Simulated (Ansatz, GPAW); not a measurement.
This is a calculation of SnTe for Ansatz 0.2.0. 

input.yaml

```yaml
crystal:
  lattice:
    - [0.0, 3.15085, 3.15085]
    - [3.15085, 0.0, 3.15085]
    - [3.15085, 3.15085, 0.0]
  atoms:
    - { symbol: Te, position: [0.5, 0.5, 0.5] }
    - { symbol: Sn, position: [0.0, 0.0, 0.0] }
kpoints:
  mp_grid: { grid: [7, 7, 7] }
scf:
  occupations: { method: gaussian, width: 0.03 }
hamiltonian:
  xc: pbe
  pseudopotentials: { kind: all_electron, lapw: { basis_error: 0.001 } }
output:
  forces: true
  stress: true
  eigenvalues: true
```

Potentials or basis: all-electron LAPW, scalar-relativistic.

Command:

```console
$ ansatz run input.yaml --threads 1 --pin off --max-ram 3072MiB --backend cpu --events-out ev --progress --plain --runs-dir out
```

Question: Set up the same calculation for GPAW 26.7.0 (ASE script). Potentials or basis there: GPAW PAW data sets (gpaw-data 1.2.1), cutoff 600 eV.

Answer: As run (cutoffs and basis follow the program's own potentials, and thresholds, step limits or extra output files can differ):

The input run.py:

```python
from ase.dft.bandgap import bandgap
from ase.io import read, write
from ase.units import GPa
from gpaw import GPAW, PW

atoms = read('POSCAR')

calc = GPAW(mode=PW(600),
            xc='PBE',
            kpts={'size': (7, 7, 7), 'gamma': True},
            occupations={'name': 'methfessel-paxton', 'order': 0, 'width': 0.03},
            nbands=19,
            convergence={'density': 1e-05, 'energy': 1e-05},
            maxiter=150,
            txt='gpaw.txt')
atoms.calc = calc
energy = atoms.get_potential_energy()
forces = atoms.get_forces()
stress = atoms.get_stress()
calc.write('gs.gpw')
write('result.traj', atoms)
print(f'Energy: {energy:.6f} eV')
print('Forces (eV/A):')
print(forces.round(4))
print('Stress (GPa):', (stress / GPa).round(3))
print('Fermi level:', round(calc.get_fermi_level(), 4), 'eV')
print(f'Gap: {bandgap(calc)[0]:.4f} eV, direct: {bandgap(calc, direct=True)[0]:.4f} eV')
```

Contents of POSCAR:

```
SnTe
1.0
    0.0000000000      3.1508500000      3.1508500000
    3.1508500000      0.0000000000      3.1508500000
    3.1508500000      3.1508500000      0.0000000000
Te Sn
1 1
Direct
    0.5000000000      0.5000000000      0.5000000000
    0.0000000000      0.0000000000      0.0000000000
```

Potentials or basis: GPAW PAW data sets (gpaw-data 1.2.1), pw.

Launch:

```bash
$ OMP_NUM_THREADS=1 python run.py
```

Both were run:

|  | Ansatz | GPAW |
| --- | --- | --- |
| Pressure | 2.2 GPa | 1.9 GPa |

Where Ansatz's input types no cutoff or centring, it takes its own default and a Γ-centred mesh.

Pressure is positive in compression.
